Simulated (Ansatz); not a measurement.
Crystal: AlNi.

```xyz
2
Lattice="1.9387 -1.9532 0.0000 1.9387 1.9532 0.0000 0.0000 0.0000 3.0994" Properties=species:S:1:pos:R:3 pbc="T T T"
Ni    1.9387    0.0000    1.5497
Al    0.0000    0.0000    0.0000
```

The cell comes from a database or a generator and needn't be the stable form of this composition.

Alike in all runs: program Ansatz 0.2.0; functional PBEsol; potentials or basis Ansatz PAW; cutoff 420 eV (not typed: the program's choice for these potentials); k mesh 8 × 8 × 7; occupations fermi-dirac, width 0.05 eV.

The same cell was started in several ways:

```tsv
start	free energy over the lowest (meV/atom)	net moment (μB)	site or absolute moments (μB)	gap
collinear spin, ferromagnetic start of up to 1.5 μB; fixed moment 1.5	635.3	1.50	Ni +1.01; Al +0.17	-
collinear spin, ferromagnetic start of up to 2 μB; fixed moment 2	1125.2	2.00	Ni +1.30; Al +0.24	-
collinear spin, program default start; fixed moment 0	0.0	0.00	-	-
collinear spin, ferromagnetic start of up to 0.8 μB; fixed moment 0.8	148.7	0.80	Ni +0.58; Al +0.08	-
collinear spin, ferromagnetic start of up to 1.2 μB; fixed moment 1.2	392.1	1.20	Ni +0.83; Al +0.13	-
collinear spin, ferromagnetic start of up to 0.5 μB; fixed moment 0.5	40.9	0.50	Ni +0.38; Al +0.04	-
collinear spin, ferromagnetic start of up to 1 μB; fixed moment 1	260.1	1.00	Ni +0.70; Al +0.10	-
collinear spin, ferromagnetic start of up to 0.2 μB; fixed moment 0.2	4.4	0.20	Ni +0.16; Al +0.02	-
```

All polarised runs hold their moment fixed, so the table maps the energy against it. A still lower state may exist.

Caveats: the total moment is fixed, so each spin has its own Fermi level.
